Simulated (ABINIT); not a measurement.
ZrB2:

```
CELL_PARAMETERS angstrom
3.17000 0.00000 0.00000
-1.58500 2.74530 0.00000
0.00000 0.00000 3.53300
ATOMIC_POSITIONS crystal
Zr 0.00000 0.00000 0.00000
B 0.66667 0.33333 0.50000
B 0.33333 0.66667 0.50000
```

Program: ABINIT 10.8.3 (patched build). Alike in all runs: task single point; no spin polarisation; cell as given; k mesh 8 × 8 × 6; smearing fermi-dirac 0.05 eV.

**Question.** Order these runs on this cell by their pressure, lowest first.
A. level LDA; potentials or basis PseudoDojo NC SR LDA v0.4 stringent; cutoff (eV) 925
B. level PBEsol; potentials or basis PseudoDojo NC SR PBEsol v0.4.1 standard; cutoff (eV) 925
C. level PBE; potentials or basis PseudoDojo NC SR PBE v0.4.1 standard; cutoff (eV) 1034

**Answer.** A (-8.9 GPa), B (-3.9 GPa), C (0.7 GPa).
